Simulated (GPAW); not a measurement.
# HfO2 (Fm-3m) in GPAW: notebook, part 2 of 2

GPAW 26.7.0.

### Step 3. Band structure, PBE

run.py reads:

```python
from ase.dft.bandgap import bandgap
from ase.io import read, write
from ase.units import GPa
from gpaw import GPAW, PW

atoms = read('HfO2.xyz')

calc = GPAW(mode=PW(800),
            xc='PBE',
            kpts={'size': (9, 9, 9), 'gamma': True},
            occupations={'name': 'fermi-dirac', 'width': 0.05},
            nbands=24,
            convergence={'density': 1e-05, 'energy': 1e-05},
            maxiter=150,
            txt='gpaw.txt')
atoms.calc = calc
energy = atoms.get_potential_energy()
forces = atoms.get_forces()
stress = atoms.get_stress()
calc.write('gs.gpw')
write('result.traj', atoms)
print(f'Energy: {energy:.6f} eV')
print('Forces (eV/A):')
print(forces.round(4))
print('Stress (GPa):', (stress / GPa).round(3))
print('Fermi level:', round(calc.get_fermi_level(), 4), 'eV')
print(f'Gap: {bandgap(calc)[0]:.4f} eV, direct: {bandgap(calc, direct=True)[0]:.4f} eV')

path = atoms.cell.bandpath('GXWKGLUWLK,UX', npoints=100, eps=1e-4)
bs_calc = calc.fixed_density(kpts=path, symmetry='off', nbands=35,
                             convergence={'bands': 'CBM+6.0', 'eigenstates': 1e-6}, txt='bands.txt')
bs = bs_calc.band_structure()
bs.write('bs.json')
print(f'Gap on the path: {bandgap(bs_calc)[0]:.4f} eV')
```

HfO2.xyz reads:

```xyz
3
Lattice="0.0000000000 2.5575000000 2.5575000000 2.5575000000 0.0000000000 2.5575000000 2.5575000000 2.5575000000 0.0000000000" Properties=species:S:1:pos:R:3 pbc="T T T"
Hf     0.0000000000      0.0000000000      0.0000000000
O      3.8362500000      3.8362500000      3.8362500000
O      1.2787500000      1.2787500000      1.2787500000
```

Potentials or basis: GPAW PAW data sets (gpaw-data 1.2.1), pw.

On the command line:

```bash
$ OMP_NUM_THREADS=1 python run.py
```

gpaw.txt:

```text
__  _  _
 | _ |_)|_||  |
 |__||  | ||/\| - 26.7.0

Input parameters:
  mode=PW(ecut=800.0),
  convergence={'density': 1e-05, 'energy': 1e-05},
  kpts=MonkhorstPack(size=(9, 9, 9), gamma=True),
  maxiter=150,
  nbands=24,
  occupations=Occupations(name='fermi-dirac', width=0.05),
  xc=XC(name='PBE')

Diagonalizing LCAO Hamiltonian
Converting LCAO to pw mode

                   O

           O

       Hf

Atoms  # Å, Bohr magnetons
|   | symbol |        x |        y |        z |    initial magnetic moments |
|---|--------|----------|----------|----------|-----------------------------|
| 0 |     Hf | 0.000000 | 0.000000 | 0.000000 | ( 0.0000,  0.0000,  0.0000) |
| 1 |      O | 3.836250 | 3.836250 | 3.836250 | ( 0.0000,  0.0000,  0.0000) |
| 2 |      O | 1.278750 | 1.278750 | 1.278750 | ( 0.0000,  0.0000,  0.0000) |

Unit cell  # Å
| periodic |        x |        y |        z |  lengths |    angles |
|----------|----------|----------|----------|----------|-----------|
|      yes | 0.000000 | 2.557500 | 2.557500 | 3.616851 | 60.000000 |
|      yes | 2.557500 | 0.000000 | 2.557500 | 3.616851 | 60.000000 |
|      yes | 2.557500 | 2.557500 | 0.000000 | 3.616851 | 60.000000 |

Number of symmetries: 48
Symmetry operations  # r_c * U_cc + t_c -> r_c
|    | kind |            matrix            |
|----|------|------------------------------|
|  0 |  σ   |  1, 0, 0,  1, 0,-1,  1,-1, 0 |
|  1 |  C2  |  1, 0, 0,  1,-1, 0,  1, 0,-1 |
|  2 |  E   |  1, 0, 0,  0, 1, 0,  0, 0, 1 |
|  3 |  σ   |  1, 0, 0,  0, 0, 1,  0, 1, 0 |
|  4 |  C4  |  1, 0,-1,  1, 0, 0,  1,-1, 0 |
|  5 |  S6  |  1, 0,-1,  1,-1, 0,  1, 0, 0 |
|  6 |  σ   |  1, 0,-1,  0, 1,-1,  0, 0,-1 |
|  7 |  C3  |  1, 0,-1,  0, 0,-1,  0, 1,-1 |
|  8 |  S6  |  1,-1, 0,  1, 0, 0,  1, 0,-1 |
|  9 |  C4  |  1,-1, 0,  1, 0,-1,  1, 0, 0 |
| 10 |  C3  |  1,-1, 0,  0,-1, 1,  0,-1, 0 |
| 11 |  σ   |  1,-1, 0,  0,-1, 0,  0,-1, 1 |
| 12 |  σ   |  0, 1, 0,  1, 0, 0,  0, 0, 1 |
| 13 |  C4  |  0, 1, 0,  0, 1,-1, -1, 1, 0 |
| 14 |  C3  |  0, 1, 0,  0, 0, 1,  1, 0, 0 |
| 15 |  S6  |  0, 1, 0, -1, 1, 0,  0, 1,-1 |
| 16 |  C2  |  0, 1,-1,  1, 0,-1,  0, 0,-1 |
| 17 |  σ   |  0, 1,-1,  0, 1, 0, -1, 1, 0 |
| 18 |  S4  |  0, 1,-1,  0, 0,-1,  1, 0,-1 |
| 19 |  C4  |  0, 1,-1, -1, 1, 0,  0, 1, 0 |
| 20 |  C3  |  0, 0, 1,  1, 0, 0,  0, 1, 0 |
| 21 |  σ   |  0, 0, 1,  0, 1, 0,  1, 0, 0 |
| 22 |  S6  |  0, 0, 1,  0,-1, 1, -1, 0, 1 |
| 23 |  C4  |  0, 0, 1, -1, 0, 1,  0,-1, 1 |
| 24 |  S4  |  0, 0,-1,  1, 0,-1,  0, 1,-1 |
| 25 |  C3  |  0, 0,-1,  0, 1,-1,  1, 0,-1 |
[... 112 lines left out ...]
    |   2p |  4.000 |      -9.029 |    0.598 |
    |    s |        |       3.251 |    0.688 |
    |    p |        |      18.182 |    0.598 |
    |    d |        |       0.000 |    0.619 |

    Using partial waves for O as LCAO basis

Reference energy: -413967.819878  # eV

eigensolver:
  PPCG
  Converge bands: occupied
  niter=2

density mixing:
  MSR1-Mixer
  Pratt-step length: 0.05
  Maximum mixing coefficient: 0.75
  Old densities: 10
  SVD Regularization: 0.005
  Good broyden scale: 1.0
  Trust region scale: 1.0
  Backstep threshold: 4.0
  History deletion threshold: 6.0
  Fourier metric: weight=20.0, sigma=0.015

occupation numbers:
  Fermi-Dirac:
    width: 0.0500  # eV

poisson solver:
  ecut: 6400.0  # eV

xc functional:
  name: PBE with 2 nearest neighbor stencil

convergence criteria:
- Maximum integral of absolute [dens]ity change: 1e-05 electrons / valence electron
- Maximum [total energy] change in last 3 cyles: 1e-05 eV / valence electron
- Maximum integral of absolute [eigenst]ate change: 4e-08 eV^2 / valence electron
maximum number of iterations: 150

SCF iterations
|iter     | |      energy | eigst |  dens |
|---------|-|-------------|-------|-------|
|iter:   1| |  -32.225287 | +0.04 |       |
|iter:   2| |  -31.081897 | -2.16 | -0.80 |
|iter:   3| |  -28.115348 | -1.10 | -0.86 |
|iter:   4| |  -28.110304 | -2.61 | -1.45 |
|iter:   5| |  -28.120865 | -3.12 | -1.70 |
|iter:   6| |  -28.120443 | -4.96 | -2.78 |
|iter:   7| |  -28.120476 | -5.79 | -3.28 |
|iter:   8| |  -28.120480c| -7.05 | -3.77 |
|iter:   9| |  -28.120480c| -8.52c| -4.59 |
|iter:  10| |  -28.120480c| -8.61c| -5.37c|

Converged in 10 steps
Energy contributions relative to reference atoms: (reference = -413967.819878)

Energy contributions:
  Kinetic:          19.885496
  Coulomb:         -24.206331
  Zero:              0.288701
  External:          0.000000
  Xc:              -24.088345
  Entropy:          -0.000000
  Spinorbit:         0.000000
  ----------------------------
  Free energy:     -28.120480
  Extrapolated:    -28.120480

dipole moment: (-18.642544, -18.642544, -18.642544)  # |e|*Ang

Fermi level: 9.107
Eigenvalues  # (at kpt = [0.000, 0.000, 0.000])
| band index |      eig [eV] | occ [0-2] |
|------------|---------------|-----------|
|          0 |       -53.059 |     2.000 |
|        ... |               |           |
|          4 |       -10.426 |     2.000 |
|          5 |        -7.524 |     2.000 |
|          6 |         2.922 |     2.000 |
|          7 |         2.922 |     2.000 |
|          8 |         2.922 |     2.000 |
|          9 |         7.519 |     2.000 |
[... 8 lines left out ...]
|         18 |        22.101 |     0.000 |
|         19 |        22.101 |     0.000 |
|        ... |               |           |
|         23 |        32.567 |     0.000 |

Gap: 3.836 eV
Transition (v -> c):
  (s=0, k=29, n=11, [0.44, 0.44, -0.11]) -> (s=0, k=30, n=12, [0.44, 0.44, 0.00])
Direct/indirect transitions are different
Direct gap: 3.947 eV
Transition at: (s=0, k=29, n=11, [0.44, 0.44, -0.11])

Forces  # eV/Ang
|        x |        y |        z |
|----------|----------|----------|
|  0.00000 |  0.00000 |  0.00000 |  # Hf   0
|  0.00000 | -0.00000 | -0.00000 |  # O    1
| -0.00000 | -0.00000 |  0.00000 |  # O    2

Stress tensor  # eV/Ang^3
|         x |         y |         z |
|-----------|-----------|-----------|
|  0.017634 | -0.000000 | -0.000000 |
| -0.000000 |  0.017634 | -0.000000 |
| -0.000000 | -0.000000 |  0.017634 |

# Writing to gs.gpw (mode='')
```

Wall time 63 s (1 thread of Arm Neoverse V2, shared host); peak memory 0.35 GiB.

Results:

* Free energy: -28.1205 eV
* Pressure: -2.8 GPa
* Band gap on the k mesh: 3.84 eV, indirect (least direct gap 3.95 eV)
* Band gap along the path: 3.73 eV, direct

Levels at the corners of the path, in eV from the valence-band top:
```tsv
point	band 10	band 11	band 12	band 13	band 14	band 15
Γ	-0.60	-0.60	-0.60	3.80	3.80	5.65
X	-1.50	-1.50	0.00	3.73	5.35	6.37
W	-2.52	-1.36	-0.20	4.71	5.02	6.82
K	-2.18	-1.30	-0.33	4.23	5.28	6.66
Γ	-0.60	-0.60	-0.60	3.80	3.80	5.65
L	-2.68	-1.82	-1.82	4.50	4.50	6.71
U	-2.18	-1.30	-0.33	4.23	5.28	6.66
W	-2.52	-1.36	-0.20	4.71	5.02	6.82
L	-2.68	-1.82	-1.82	4.50	4.50	6.71
K	-2.18	-1.30	-0.33	4.23	5.28	6.66
U	-2.18	-1.30	-0.33	4.23	5.28	6.66
X	-1.50	-1.50	0.00	3.73	5.35	6.37
```

Caveat: spin-orbit coupling is left out, which moves the levels of the heavy elements; the mesh misses the band edges, which the band path finds closer together.

### Step 4. Band structure, PBE, spin-orbit coupling, no magnetisation

Edit run.py of step 3 so:

```diff
@@ -1,7 +1,10 @@
+import numpy as np
 from ase.dft.bandgap import bandgap
 from ase.io import read, write
-from ase.units import GPa
+from ase.units import Bohr, GPa
 from gpaw import GPAW, PW
+from gpaw.elf import elf_from_dft_calculation
+from gpaw.spinorbit import soc_eigenstates
 
-atoms = read('HfO2.xyz')
+atoms = read('POSCAR')
 
@@ -9,3 +12,3 @@
             xc='PBE',
-            kpts={'size': (9, 9, 9), 'gamma': True},
+            kpts={'size': (7, 7, 7), 'gamma': True},
             occupations={'name': 'fermi-dirac', 'width': 0.05},
@@ -28,3 +31,8 @@
 
-path = atoms.cell.bandpath('GXWKGLUWLK,UX', npoints=100, eps=1e-4)
+# fields on the real-space grid
+write('density.cube', atoms, data=calc.get_pseudo_density() * Bohr**3)
+write('potential.cube', atoms, data=calc.get_electrostatic_potential())
+write('elf.cube', atoms, data=elf_from_dft_calculation(calc).data)
+
+path = atoms.cell.bandpath('GXWKGLUWLK,UX', npoints=80, eps=1e-4)
 bs_calc = calc.fixed_density(kpts=path, symmetry='off', nbands=35,
@@ -34 +42,7 @@
 print(f'Gap on the path: {bandgap(bs_calc)[0]:.4f} eV')
+
+soc = soc_eigenstates(bs_calc, theta=54.7, phi=45)
+np.savetxt('soc_bands.dat', soc.eigenvalues(), fmt='%.4f')
+mesh = soc_eigenstates('gs.gpw', theta=54.7, phi=45)
+np.savetxt('soc_mesh.dat', mesh.eigenvalues(), fmt='%.4f')
+print('Fermi level with spin-orbit coupling:', round(mesh.fermi_level, 4), 'eV')
```

POSCAR reads:

```
HfO2
1.0
    0.0000000000      2.5575000000      2.5575000000
    2.5575000000      0.0000000000      2.5575000000
    2.5575000000      2.5575000000      0.0000000000
Hf O
1 2
Direct
    0.0000000000      0.0000000000      0.0000000000
    0.7500000000      0.7500000000      0.7500000000
    0.2500000000      0.2500000000      0.2500000000
```

On the command line:

```bash
$ OMP_NUM_THREADS=1 python run.py
```

It took 48 s on 1 thread of Arm Neoverse V2, shared host; peak memory 0.35 GiB.

It converged, with:

```
Free energy             : -28.1205 eV
Pressure                : -2.8 GPa
Band gap on the k mesh  : 3.88 eV, indirect (least direct gap 4.06 eV)
Band gap along the path : 3.72 eV, direct
```

Levels at the corners of the path, in eV from the valence-band top:
```csv
point,band 22,band 23,band 24,band 25,band 26,band 27
Γ,-0.54,-0.54,-0.54,3.79,3.79,3.79
X,-1.47,0.00,0.00,3.72,3.72,5.25
W,-1.36,-0.20,-0.20,4.69,4.69,4.96
K,-1.28,-0.33,-0.33,4.21,4.21,5.21
Γ,-0.54,-0.54,-0.54,3.79,3.79,3.79
L,-1.90,-1.65,-1.65,4.33,4.33,4.59
U,-1.28,-0.33,-0.33,4.21,4.21,5.21
W,-1.36,-0.20,-0.20,4.69,4.69,4.96
L,-1.90,-1.65,-1.65,4.33,4.33,4.59
K,-1.28,-0.33,-0.33,4.21,4.21,5.21
U,-1.28,-0.33,-0.33,4.21,4.21,5.21
X,-1.47,0.00,0.00,3.72,3.72,5.25
```

Caveat: spin-orbit coupling was added after a scalar SCF, so levels and gaps hold it while energy, forces, pressure and moments don't; this program's spin-orbit splittings come out too wide for heavy elements; the mesh misses the band edges, which the band path finds closer together.

### Step 5. Overview

```tsv
task	level	potentials or basis	spin	k mesh	band path	band points	spin axis theta (degrees)	spin axis phi (degrees)	soc after scf	gap on the mesh (eV)	pressure (GPa)
equation of state	SOGGA	PAW data sets generated in the run's folder for this functional, pw	off	7 × 7 × 7	-	-	-	-	-	-	-
band structure	PBE	GPAW PAW data sets (gpaw-data 1.2.1), pw	off	9 × 9 × 9	GXWKGLUWLK,UX	100	-	-	-	3.84	-2.8
band structure	PBE	GPAW PAW data sets (gpaw-data 1.2.1), pw	SOC, no magnetisation	7 × 7 × 7	GXWKGLUWLK,UX	80	54.7	45	second variation	3.88	-2.8
```

Alike in all rows: cell as given; cutoff (eV) 800; smearing fermi-dirac 0.05 eV.

Caveats: the mesh misses the band edges, which the band path finds closer together (some runs); spin-orbit coupling is left out, which moves the levels of the heavy elements (some runs); spin-orbit coupling was added after a scalar SCF, so levels and gaps hold it while energy, forces, pressure and moments don't (some runs); this program's spin-orbit splittings come out too wide for heavy elements (some runs).

Total energies depend on the potentials used, so only differences within one code and one set of settings carry meaning.
